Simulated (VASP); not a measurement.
**Fe under changes of volume**

One of the cells (12.259 Å³/atom); the others are scaled copies at fixed shape and fractional positions:

```xyz
1
Lattice="-1.4526 1.4526 1.4526 1.4526 -1.4526 1.4526 1.4526 1.4526 -1.4526" Properties=species:S:1:pos:R:3 pbc="T T T"
Fe    0.0000    0.0000    0.0000
```

- Program: VASP 6.6.1
- Functional: PBE
- Potentials or basis: VASP PAW PBE potentials, release 64 (Fe)
- Cutoff: 520 eV
- k mesh: 13 × 13 × 13
- Occupations: fermi-dirac, width 0.05 eV
- Spin: collinear spin, ferromagnetic start
- Starting moments: [3.0] μB

```tsv
volume (Å³/atom)	energy over the lowest point (meV/atom)	pressure (GPa)	moment (μB per cell)
11.298	0.00	0.0	2.13
11.538	3.19	-3.8	2.16
11.778	11.69	-6.9	2.21
12.259	?	?	?
12.499	56.78	-12.2	2.44
12.740	75.21	-12.8	2.54
```

Problem. What does the run at 12.259 Å³/atom give?

Solution. Energy over the lowest point 38.97 meV/atom; pressure -11.0 GPa; moment 2.36 μB per cell.

Worked out: A Birch-Murnaghan fit of order 3 (a polynomial in V^(-2/3)) to the other rows has its minimum at 11.30 Å³/atom, just outside them, with B0 = V·E''(V) = 216 GPa (rough, since the energies scatter). It gives 39.54 meV/atom at 12.259 Å³/atom, against the run's 38.97, and -dE/dV = -11.0 GPa, against -11.0. A parabola through the other rows of the moment, of slope 0.345 μB per Å³/atom there, gives 2.35 μB, against the run's 2.36.

Energies are extrapolated to zero smearing.
